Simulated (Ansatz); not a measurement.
# CoO (R-3m) in Ansatz: a series of runs

Runs on CoO. Level: PBE. Tasks: single point.

Everything below comes from runs of Ansatz 0.2.0. Logs are shortened: lines on timing, memory, paths and dates and some standing lists are left out, and cuts for length are marked.

## (1) The structure

It takes space group R-3m (No. 166, trigonal). The conventional cell has a = 3.011 Å, b = 3.011 Å, c = 7.320 Å, α = 90.00°, β = 90.00°, γ = 120.00°. Around Co (site symmetry -3m) lie 6 O at 2.12 Å. Around O (site symmetry -3m) lie 6 Co at 2.12 Å.

The cell is a database's computed one.

## (2) Single point, PBE

Input file input.yaml:

```yaml
crystal:
  lattice:
    - [1.5054695445, 0.8691832468, 2.4399269062]
    - [-1.5054695445, 0.8691832468, 2.4399269062]
    - [0.0, -1.7383664936, 2.4399269062]
  atoms:
    - { symbol: Co, position: [0.0, 0.0, 0.0] }
    - { symbol: O, position: [0.5, 0.5, 0.5] }
hamiltonian:
  xc: pbe
  pseudopotentials: { kind: paw }
kpoints:
  mp_grid: { grid: [11, 11, 11] }
scf:
  occupations: { method: fermi_dirac, width: 0.05 }
output:
  forces: true
  stress: true
  eigenvalues: true
```

Potentials or basis: Ansatz PAW.

On the command line:

```sh
$ ansatz run input.yaml --threads 2 --pin off --max-ram 5632MiB --backend cpu --events-out ev --progress --plain --runs-dir out
```

The log of the run:

```text
Warning: RAYON_NUM_THREADS=2 ignored (pool sized by the plan → 2); use --threads N
Engine: ansatz 0.2.0, aarch64-unknown-linux-gnu
Pseudopotentials: kind: paw
Pseudopotential: Co, paw, valence charge 17, recommended cutoff 420 eV (normal), Co.paw.azcp
Pseudopotential: O, paw, valence charge 6, recommended cutoff 420 eV (normal), O.paw.azcp
Functional definition: PBE
  parameter kappa = 0.804
  parameter beta = 0.06672455060314922
  exchange = pbe_x(kappa = kappa, mu = beta*pi^2/3)
  correlation = pbe_c(beta = beta)
Crystal: 2 atoms, lattice volume = 19.156 Å³
Basis set: ecut = 420 eV, 339 PW (Γ), exchange–correlation on 48×48×48 points (8 copies of the dense FFT grid, shifted against one another)
Bands: 16, of which v1, the nominal top of the filled ones, is band 12 counted from 1 (11 counted from 0)
Symmetry: 12 space group operations
Space group: R-3m (ITA 166), of the structure as read, at distance tolerance 2.7e-5 Å
k-points: 146 of 1331
Non-local potential: Co, projectors of the file, l = 0: 3, l = 1: 2, l = 2: 3, l = 3: 1
Non-local potential: O, projectors of the file, l = 0: 2, l = 1: 2, l = 2: 1
PAW form: soft (Blöchl's): semilocal exchange-correlation on the pseudo side does not see the compensation charge
PAW one-centre angular grid: Co, 590 points (default); XC on 64 Gauss nodes
PAW one-centre angular grid: O, 110 points (default); XC on 64 Gauss nodes
Initial density: superposition of atomic densities (neutral atoms: chi_scale 0, normalization atom), corrected by the library's trained network
Initial wavefunctions: pseudopotential atomic-orbital guess
Functional: x = pbe(κ = 0.804, μ = 0.2195149727645171), c = pbe(β = 0.06672455060314922)
SCF iter   1: F=—  HF=-5691.635057 eV  |F-HF|=—  |Δ(HF+E_count)|=         —  Δρ=8.22e-3  dr2=3.63e-3  ethr=1.77e-3  ⟨swp⟩=5.2  Hψ=10034  notcnv=0
preconditioner: auto → none  [metal: Δε(μ)=0.007 eV  Ē_g=11.924 eV  σ=0.050 eV  W_gap=0.03  n_scr=8 (ndim 8)  ℏωp=32.9 eV  f_vac=0.000  D(μ)=3.72/eV (n_scr^D=64)  sad-step TF]
SCF iter   2: F=—  HF=-5691.635440 eV  |F-HF|=—  |Δ(HF+E_count)|=   3.83e-4  Δρ=4.53e-3  dr2=1.31e-3  ethr=1.58e-5  ⟨swp⟩=2.1  Hψ=4456  notcnv=0
SCF iter   3: F=—  HF=-5691.635438 eV  |F-HF|=—  |Δ(HF+E_count)|=   2.38e-6  Δρ=1.01e-3  dr2=6.81e-5  ethr=5.68e-6  ⟨swp⟩=1.0  Hψ=2334  notcnv=0
SCF iter   4: F=—  HF=-5691.635418 eV  |F-HF|=—  |Δ(HF+E_count)|=   1.94e-5  Δρ=3.24e-4  dr2=4.81e-6  ethr=2.96e-7  ⟨swp⟩=2.7  Hψ=3899  notcnv=0
SCF iter   5: F=—  HF=-5691.635418 eV  |F-HF|=—  |Δ(HF+E_count)|=   1.52e-7  Δρ=1.11e-4  dr2=6.45e-7  ethr=2.09e-8  ⟨swp⟩=1.4  Hψ=2816  notcnv=0
SCF iter   6: F=-5691.635418 eV  HF=-5691.635418 eV  |F-HF|=5.84e-8  |Δ(HF+E_count)|=   6.75e-8  Δρ=2.93e-5  dr2=4.50e-8  ethr=4.35e-10  ⟨swp⟩=5.0  Hψ=10493  notcnv=0
SCF 1 converged in 6 iterations: F = -5691.635418 eV  dr2 = 4.50e-8
SCF converged after 6 iterations
Free energy (F): -5691.635418 eV
Harris-Foulkes:  -5691.635418 eV  (|F-HF|=5.84e-8)
Internal energy: -5691.603999 eV  (E = F + TS)
E sigma→0 (E₀):  -5691.619709 eV
Entropy (-TS):   -0.031420 eV (-15.710 meV/atom)
Fermi energy:    13.852819 eV
--- Per-component energies (eV) ---
  E_band       = -295.442147
  E_kinetic    = 619.152331
  E_local      = -3428.924221  (includes V_loc(G=0)·N_el)
  E_nonlocal   = 514.645082
  E_hartree    = 1412.132188
  E_xc         = -228.550057
  E_vxc        = -293.725269  (∫ρ·V_xc dr)
  E_paw        = -1677.377566  (= ΣΔE_a)
  E_vpaw       = -530.867126  (= ΣTr[D̂ρ^β])
  E_aug_tail   = 0.002520  (compensation charges beyond the density's cutoff)
  E_ewald      = -2902.684276
  E_smearing   = -0.031420  (= −TS)
  E_closure    = 0.000000  (closes the sum)
  Σ components = -5691.635418   (vs F -5691.635418, Δ=0.00e0)
--- Forces (eV/Å), atoms counted from 1 ---
  atom   1  Co    -0.00000000     0.00000000     0.00000000
  atom   2  O     -0.00000000     0.00000000    -0.00000000
  max |Σ_I F_I| component: 3.68e-30 eV/Å
--- Stress (GPa, compression-positive) ---
      -18.269850       0.000000      -0.000000
        0.000000     -18.269850      -0.000000
       -0.000000      -0.000000     -17.668271
  P = ⅓ Tr σ = -18.0693 GPa (-180.693 kbar)
--- Band table (eV; the first three rows and the last of 146) ---
  k-point 0: bands = ["-80.7193", "-44.0334", "-44.0334", "-44.0241", "-6.5873", "10.4479", "10.4479", "10.4944", "12.4434", "12.4434", "12.4797", "12.8409", "12.8409", "15.1603", "30.8375", "32.4269"]
  k-point 1: bands = ["-80.7191", "-44.0367", "-44.0339", "-44.0249", "-6.5040", "9.8380", "10.1563", "10.1978", "12.5290", "12.5538", "12.5856", "13.1515", "13.1541", "15.6934", "29.4043", "32.1368"]
  k-point 2: bands = ["-80.7183", "-44.0456", "-44.0351", "-44.0265", "-6.2719", "8.6258", "9.5896", "9.6313", "12.7150", "12.7419", "12.8007", "13.8225", "13.8233", "16.8472", "27.2907", "31.0603"]
  k-point 145: bands = ["-80.7152", "-44.0677", "-44.0419", "-44.0401", "-5.3549", "5.9625", "8.3338", "8.4149", "13.3135", "13.3576", "13.6264", "15.1399", "15.3974", "19.6453", "23.5132", "26.9720"]
```

Wall time 1.1 s (2 threads of Arm Neoverse V2, shared host); peak memory 0.32 GiB.

Results:

| Item | Value |
| --- | --- |
| Free energy | -5691.6354 eV |
| Pressure | -18.1 GPa |
| Band gap on the k mesh | none (metal or under the smearing width) |

Stress tensor (GPa, compression positive):
```
-18.27   0.00   0.00
  0.00 -18.27   0.00
  0.00   0.00 -17.67
```

Levels at points of the mesh, in eV from the Fermi level:
```csv
k point,band 9,band 10,band 11,band 12,band 13,band 14
"(0.00, 0.00, 0.00)",-1.41,-1.41,-1.37,-1.01,-1.01,1.31
```

Caveat: the pressure holds a Pulay correction of +0.7 GPa for the finite cutoff; an odd number of electrons without spin polarisation forces a metal; a magnetic or distorted state may lie lower; the run has no spin polarisation, though such a crystal can be magnetic; semilocal functionals often make such compounds metallic where correlation or magnetic order opens a gap, which also shifts bond lengths. Spin polarisation is off, so any magnetic state and its effect on volume and gap are missing.

## (3) Single point, PBE, collinear spin, ferromagnetic start

input.yaml, as its differences from that of step 2:

```diff
@@ -6,3 +6,3 @@
   atoms:
-    - { symbol: Co, position: [0.0, 0.0, 0.0] }
+    - { symbol: Co, position: [0.0, 0.0, 0.0], spin: 2.0 }
     - { symbol: O, position: [0.5, 0.5, 0.5] }
@@ -11,2 +11,4 @@
   pseudopotentials: { kind: paw }
+magnetization:
+  spin_polarized: true
 kpoints:
```

Potentials or basis: Ansatz PAW.

On the command line:

```sh
$ ansatz run input.yaml --threads 2 --pin off --max-ram 5632MiB --backend cpu --events-out ev --progress --plain --runs-dir out
```

Wall time 5.3 s (2 threads of Arm Neoverse V2, shared host); peak memory 0.36 GiB.

The run converged. Its results:

```yaml
Free_energy: -5692.1170 eV
Pressure: 0.0 GPa
Band_gap_on_the_k_mesh: none (metal or under the smearing width)
Net_moment: 2.90 μB per cell
Absolute_moment: 2.92 μB per cell
Site_moments: Co +2.47; O +0.31 μB
```

Stress tensor (GPa, compression positive):
```
 0.11  0.00  0.00
 0.00  0.11  0.00
 0.00  0.00 -0.34
```

Levels at points of the mesh, in eV from the Fermi level:
Spin up:
| k point | band 10 | band 11 | band 12 | band 13 | band 14 | band 15 | band 16 | band 17 |
| --- | --- | --- | --- | --- | --- | --- | --- | --- |
| (0.00, 0.00, 0.00) | -3.18 | -3.11 | -3.11 | -3.06 | 0.95 | 16.75 | 18.00 | 18.00 |
Spin down:
```csv
k point,band 8,band 9,band 10,band 11,band 12,band 13
"(0.00, 0.00, 0.00)",-2.64,-1.13,-1.13,-1.11,0.07,0.07
```

Caveat: the pressure holds a Pulay correction of +0.7 GPa for the finite cutoff; a cell with one magnetic atom can't hold antiferromagnetic order, which such compounds often take; semilocal functionals often make such compounds metallic where correlation or magnetic order opens a gap, which also shifts bond lengths.

## (4) Single point, PBE, collinear spin, random start

input.yaml, as its differences from that of step 3:

```diff
@@ -6,3 +6,3 @@
   atoms:
-    - { symbol: Co, position: [0.0, 0.0, 0.0], spin: 2.0 }
+    - { symbol: Co, position: [0.0, 0.0, 0.0], spin: 1.71 }
     - { symbol: O, position: [0.5, 0.5, 0.5] }
```

On the command line:

```sh
$ ansatz run input.yaml --threads 2 --pin off --max-ram 5632MiB --backend cpu --events-out ev --progress --plain --runs-dir out
```

It took 5.2 s on 2 threads of Arm Neoverse V2, shared host; peak memory 0.36 GiB.

It converged, with:

| Quantity | Value |
| --- | --- |
| Free energy | -5692.1170 eV |
| Pressure | 0.0 GPa |
| Band gap on the k mesh | none (metal or under the smearing width) |
| Net moment | 2.90 μB per cell |
| Absolute moment | 2.92 μB per cell |
| Site moments | Co +2.47; O +0.31 μB |

Stress tensor (GPa, compression positive):
```
 0.11  0.00  0.00
 0.00  0.11  0.00
 0.00  0.00 -0.34
```

Levels at points of the mesh, in eV from the Fermi level:
Spin up:
```csv
k point,band 11,band 12,band 13,band 14,band 15,band 16
"(0.00, 0.00, 0.00)",-3.11,-3.11,-3.06,0.95,16.75,18.00
```
Spin down:
| k point | band 6 | band 7 | band 8 | band 9 | band 10 | band 11 | band 12 | band 13 | band 14 | band 15 |
| --- | --- | --- | --- | --- | --- | --- | --- | --- | --- | --- |
| (0.00, 0.00, 0.00) | -2.69 | -2.69 | -2.64 | -1.13 | -1.13 | -1.11 | 0.07 | 0.07 | 1.49 | 16.65 |

Caveat: the pressure holds a Pulay correction of +0.7 GPa for the finite cutoff; a cell with one magnetic atom can't hold antiferromagnetic order, which such compounds often take; semilocal functionals often make such compounds metallic where correlation or magnetic order opens a gap, which also shifts bond lengths. With open d or f shells a metallic result of PBE can be an artefact of self-interaction; +U or a hybrid may open a gap.

## (5) Overview

```tsv
spin	gap on the mesh (eV)	pressure (GPa)	moment (μB)
off	none	-18.1	-
collinear, ferromagnetic start	none	0.0	2.90
collinear, random start	none	0.0	2.90
```

Alike in all rows: task single point; level PBE; potentials or basis Ansatz PAW; cell as given; k mesh 11 × 11 × 11; cutoff (eV) 420; smearing fermi-dirac 0.05 eV.

Every run on the cell as given and a fine mesh finds a metal.

Caveats: semilocal functionals often make such compounds metallic where correlation or magnetic order opens a gap, which also shifts bond lengths; a cell with one magnetic atom can't hold antiferromagnetic order, which such compounds often take (some runs); an odd number of electrons without spin polarisation forces a metal (some runs); a magnetic or distorted state may lie lower (some runs).

Absolute energies hang on the potentials; compare differences alone.
